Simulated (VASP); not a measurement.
Wanted: the native input for a VASP 6.6.1 run.

* Task: relaxation of cell and atoms
* Functional: B3LYP
* Potentials or basis: VASP PAW PBE potentials, release 64 (Cu)
* Cutoff: 600 eV
* k mesh: 7 × 7 × 7
* Occupations: fermi-dirac, width 0.05 eV
* Spin: no spin polarisation
* Grid for exact exchange (PRECFOCK): Normal
* Exchange at q = 0: default
* Further INCAR settings: ALGO = Normal; EDIFF = 1e-07; IBRION = 2; EDIFFG = -0.01; NSW = 40; ISIF = 3

Crystal: Cu.

```
CELL_PARAMETERS angstrom
0.00000 1.80750 1.80750
1.80750 0.00000 1.80750
1.80750 1.80750 0.00000
ATOMIC_POSITIONS crystal
Cu 0.00000 0.00000 0.00000
```

These files were run (other wordings do the same):

POSCAR

```
Cu
1.0
    0.0000000000      1.8075000000      1.8075000000
    1.8075000000      0.0000000000      1.8075000000
    1.8075000000      1.8075000000      0.0000000000
Cu
1
Direct
    0.0000000000      0.0000000000      0.0000000000
```

INCAR.step1

```
SYSTEM = Cu
ALGO = Normal
EDIFF = 1E-5
ENCUT = 600
GGA = PE
ISMEAR = -1
LASPH = .True.
LCHARG = .False.
LREAL = .False.
LWAVE = .True.
NELM = 80
PREC = Accurate
SIGMA = 0.05
```

INCAR.step2

```
SYSTEM = Cu
AEXX = 0.2
AGGAC = 0.81
AGGAX = 0.72
ALDAC = 0.19
ALGO = Normal
EDIFF = 1E-7
EDIFFG = -0.01
ENCUT = 600
GGA = B3
IBRION = 2
ISIF = 3
ISMEAR = -1
ISTART = 1
LASPH = .True.
LCHARG = .False.
LHFCALC = .True.
LREAL = .False.
LWAVE = .False.
NELM = 80
NSW = 40
PREC = Accurate
PRECFOCK = Normal
SIGMA = 0.05
```

KPOINTS

```
k-points
0
Gamma
  7 7 7
  0 0 0
```

Potentials or basis: VASP PAW PBE potentials, release 64 (Cu).

Run with:

```sh
$ cat potpaw_PBE.64/Cu/POTCAR > POTCAR
$ cp INCAR.step1 INCAR
$ mpirun -np 1 vasp_std > vasp.out
$ cp INCAR.step2 INCAR
$ mpirun -np 1 vasp_std > vasp.out
```

It gave:

```yaml
Relaxed_volume: 12.59 Å³/atom
Relaxed_cell: a = 2.611 Å, b = 2.611 Å, c = 2.611 Å, α = 60.00°, β = 60.00°, γ = 60.00°
Space_group_after_relaxing_to_0.05_Å: Fm-3m (No. 225)
Energy_gained_by_relaxing: 18.9 meV/atom
Ionic_steps: 3
Pressure_after_relaxing: 0.0 GPa
Band_gap_on_the_k_mesh: none (metal or under the smearing width)
```

Caveat: the k mesh is coarse (spacing up to 0.43 Å⁻¹), so the values aren't converged, least of all with exact exchange; the PAW data sets were made with another functional, which shifts forces and pressure a little.

It took 25 min on 1 thread of Intel(R) Xeon(R) Platinum 8559C (Emerald Rapids), with other jobs on the host, peak memory 0.13 GiB.
